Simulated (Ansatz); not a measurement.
A surface is cut from this relaxed crystal of HfSi2:

```yaml
crystal:
  lattice:
    - [1.84132, -7.29645, 0.00000]
    - [1.84132, 7.29645, 0.00000]
    - [0.00000, 0.00000, 3.65907]
  atoms:
    - { symbol: Hf, position: [0.60547, 0.39453, 0.25000] }
    - { symbol: Hf, position: [0.39453, 0.60547, 0.75000] }
    - { symbol: Si, position: [0.94576, 0.05424, 0.25000] }
    - { symbol: Si, position: [0.05424, 0.94576, 0.75000] }
    - { symbol: Si, position: [0.24970, 0.75030, 0.25000] }
    - { symbol: Si, position: [0.75030, 0.24970, 0.75000] }
```

Miller indices refer to the conventional cell of Cmcm (No. 63), a = 3.683 Å, b = 14.593 Å, c = 3.659 Å, α = 90.00°, β = 90.00°, γ = 90.00°.

Consider the (021) slab of 24 planes, 12.2 Å thick with 15 Å of vacuum as cut; outer planes Si (top) and Si (bottom), all atoms relaxed.

Method: DFT PBE, scalar-relativistic, plane waves, PAW (Ansatz 0.2.0). Plane waves to 420 eV, a k mesh through Γ of 10×5×1 on the computed 24-atom cell and Gaussian smearing (0.10 eV); no spin polarisation. The cell repeats along c with a dipole correction in the vacuum.

Read from the bulk's Fermi level, the relaxed top face's work function is 4.50 eV: the slab is thin for this quantity. The slab's inner planes relax by over 3 % too, so it holds no bulk-like region.

(1) Predict the surface energy (mean of both faces).

(2) Predict the work function.

(3) The top two planes lie 0.357 Å apart in the bulk. How does relaxation change this?

Spin-orbit coupling is left out, which matters for the bands of heavy elements.

## Answers

(1) 1.36 J/m².

(2) 4.74 eV.

(3) The spacing becomes 0.389 Å (+9.0 %).

Worked out: the slab's 24 atoms lie 5.092 eV above the same atoms in the bulk. Shared over two faces of 30.06 Å² this is 84.7 meV/Å², and 1 eV/Å² is 16.02 J/m², which gives 1.36 J/m².

The (021) cut severs the zigzag Si–Si chains that run along c, leaving each outermost silicon atom with only one of its two chain neighbours. The surface energy of 1.36 J/m² therefore includes the cost of broken covalent Si–Si bonds as well as lost Hf–Si bonding.

The top two planes are both silicon, one from the chains and the other from the nearly square nets. Their separation grows, whereas many simple metal surfaces contract. Because these planes lie much closer together than a Si–Si bond length, the +9.0 % describes a change in surface rumpling, not a comparable stretching of bonds. It probably reflects rebonding of the truncated chains.

The work function of 4.74 eV lies above that of elemental hafnium, as expected for a silicon-terminated silicide: electron transfer towards the more electronegative silicon probably strengthens the surface dipole that holds electrons in. A single facet and termination cannot establish which surface a HfSi2 crystal would prefer to expose.
